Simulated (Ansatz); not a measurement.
# GaAs: the cost of one run

Program: Ansatz 0.2.0. Level of theory: DFT PBEsol, scalar-relativistic, plane waves, PAW. These are calculated values, not measurements.

8 further runs of the same task are left out: 8 set aside as unsound or not needed.

### 1 The system as given

Symmetry: F-43m, No. 216, cubic system. Conventional cell: a = 5.659 Å, b = 5.659 Å, c = 5.659 Å, α = 90.00°, β = 90.00°, γ = 90.00°. Ga (site symmetry -43m) has 4 As at 2.45 Å as nearest neighbours. As (site symmetry -43m) has 4 Ga at 2.45 Å as nearest neighbours.

Structure file:

```cif
data_structure
_symmetry_space_group_name_H-M 'P 1'
_symmetry_Int_Tables_number 1
_cell_length_a 4.0016
_cell_length_b 4.0016
_cell_length_c 4.0016
_cell_angle_alpha 60.000
_cell_angle_beta 60.000
_cell_angle_gamma 60.000
_cell_volume 45.31
loop_
_atom_site_label
_atom_site_type_symbol
_atom_site_fract_x
_atom_site_fract_y
_atom_site_fract_z
_atom_site_occupancy
Ga1 Ga 0.00000 0.00000 0.00000 1
As1 As 0.75000 0.75000 0.75000 1
```

It is the result of an earlier relaxation at this level (volume 22.65 Å³/atom; gap on the mesh: 0.42 eV).

### 2 Zone-centre modes

input.yaml reads:

```yaml
crystal:
  lattice:
    - [0.0, 2.8757276588, 2.8757276588]
    - [2.8757276588, 0.0, 2.8757276588]
    - [2.8757276588, 2.8757276588, 0.0]
  atoms:
    - { symbol: Ga, position: [0.0, 0.0, 0.0] }
    - { symbol: As, position: [0.75, 0.75, 0.75] }
basis:
  ecutwfc: 420
kpoints:
  mp_grid: { grid: [10, 10, 10] }
hamiltonian:
  xc: pbesol
scf:
  occupations: { method: gaussian, width: 0.01 }
output:
  eigenvalues: true
phonons:
  method: dfpt
  eigenvectors: true
```

Run with:

```
ansatz run input.yaml --threads 1 --pin off --max-ram 3072MiB --backend cpu --events-out ev --progress --plain --runs-dir out
```

**Question.** How long does this run take on 1 thread of Intel Xeon Platinum 8259CL at 2.50GHz (Skylake/Cascade Lake), shared host, and how much memory does it need?

About 37 s, with a peak of 0.66 GiB.
